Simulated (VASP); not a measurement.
## SiNi: band structure with PBE

The system is SiNi.

```xyz
8
Lattice="4.5037 0.0000 0.0000 0.0000 4.5037 0.0000 0.0000 0.0000 4.5037" Properties=species:S:1:pos:R:3 pbc="T T T"
Ni    0.6733    0.6733    0.6733
Ni    2.9252    1.5785    3.8304
Ni    3.8304    2.9252    1.5785
Ni    1.5785    3.8304    2.9252
Si    3.8139    3.8139    3.8139
Si    1.5620    2.9417    0.6898
Si    0.6898    1.5620    2.9417
Si    2.9417    0.6898    1.5620
```

The cell is a database's computed one.

```yaml
Program: VASP 6.6.1
Task: band structure
Functional: PBE
Potentials_or_basis: VASP PAW PBE potentials, release 54 (Ni, Si)
Cutoff: 600 eV
k_mesh: 5 × 5 × 5
Occupations: fermi-dirac, width 0.05 eV
Spin: collinear spin, ferromagnetic start
Starting_moments: "[1.0, 1.0, 1.0, 1.0, 0.0, 0.0, 0.0, 0.0] μB"
Further_INCAR_settings: ALGO = Normal; EDIFF = 1e-06; NBANDS = 42
```

The band gap along the path is none (metal or under the smearing width). The net moment is 0.00 μB per cell.

Levels at the corners of the path, in eV from the Fermi level:
Spin up:
```tsv
point	band 24	band 25	band 26	band 27	band 28	band 29	band 30	band 31	band 32	band 33
Γ	-2.26	-1.63	-1.63	-1.63	0.94	0.94	0.94	1.35	1.35	1.98
X	-2.14	-2.00	-2.00	-0.64	-0.64	-0.23	-0.23	2.71	2.71	2.86
X	-2.14	-2.00	-2.00	-0.64	-0.64	-0.23	-0.23	2.71	2.71	2.86
M	-2.42	-1.54	-1.54	-1.00	-1.00	0.30	0.30	0.84	0.84	3.88
M	-2.42	-1.54	-1.54	-1.00	-1.00	0.30	0.30	0.84	0.84	3.88
Γ	-2.26	-1.63	-1.63	-1.63	0.94	0.94	0.94	1.35	1.35	1.98
Γ	-2.26	-1.63	-1.63	-1.63	0.94	0.94	0.94	1.35	1.35	1.98
R	-2.65	-1.80	-1.80	-1.80	-1.80	4.14	4.14	4.14	4.14	4.49
R	-2.65	-1.80	-1.80	-1.80	-1.80	4.14	4.14	4.14	4.14	4.49
X	-2.14	-2.00	-2.00	-0.64	-0.64	-0.23	-0.23	2.71	2.71	2.86
M	-2.42	-1.54	-1.54	-1.00	-1.00	0.30	0.30	0.84	0.84	3.88
R	-2.65	-1.80	-1.80	-1.80	-1.80	4.14	4.14	4.14	4.14	4.49
```
Spin down:
| point | band 24 | band 25 | band 26 | band 27 | band 28 | band 29 | band 30 | band 31 | band 32 | band 33 |
| --- | --- | --- | --- | --- | --- | --- | --- | --- | --- | --- |
| Γ | -2.26 | -1.63 | -1.63 | -1.63 | 0.94 | 0.94 | 0.94 | 1.35 | 1.35 | 1.98 |
| X | -2.14 | -2.00 | -2.00 | -0.64 | -0.64 | -0.23 | -0.23 | 2.71 | 2.71 | 2.86 |
| X | -2.14 | -2.00 | -2.00 | -0.64 | -0.64 | -0.23 | -0.23 | 2.71 | 2.71 | 2.86 |
| M | -2.42 | -1.54 | -1.54 | -1.00 | -1.00 | 0.30 | 0.30 | 0.84 | 0.84 | 3.88 |
| M | -2.42 | -1.54 | -1.54 | -1.00 | -1.00 | 0.30 | 0.30 | 0.84 | 0.84 | 3.88 |
| Γ | -2.26 | -1.63 | -1.63 | -1.63 | 0.94 | 0.94 | 0.94 | 1.35 | 1.35 | 1.98 |
| Γ | -2.26 | -1.63 | -1.63 | -1.63 | 0.94 | 0.94 | 0.94 | 1.35 | 1.35 | 1.98 |
| R | -2.65 | -1.80 | -1.80 | -1.80 | -1.80 | 4.14 | 4.14 | 4.14 | 4.14 | 4.49 |
| R | -2.65 | -1.80 | -1.80 | -1.80 | -1.80 | 4.14 | 4.14 | 4.14 | 4.14 | 4.49 |
| X | -2.14 | -2.00 | -2.00 | -0.64 | -0.64 | -0.23 | -0.23 | 2.71 | 2.71 | 2.86 |
| M | -2.42 | -1.54 | -1.54 | -1.00 | -1.00 | 0.30 | 0.30 | 0.84 | 0.84 | 3.88 |
| R | -2.65 | -1.80 | -1.80 | -1.80 | -1.80 | 4.14 | 4.14 | 4.14 | 4.14 | 4.49 |

It took 3.4 min on 1 thread of Intel(R) Xeon(R) 6975P-C (Granite Rapids), with other jobs on the host, peak memory 0.63 GiB.

Caveat: the log is that of the step along the path at fixed density, whose energy, stress, charges and moments have no meaning.
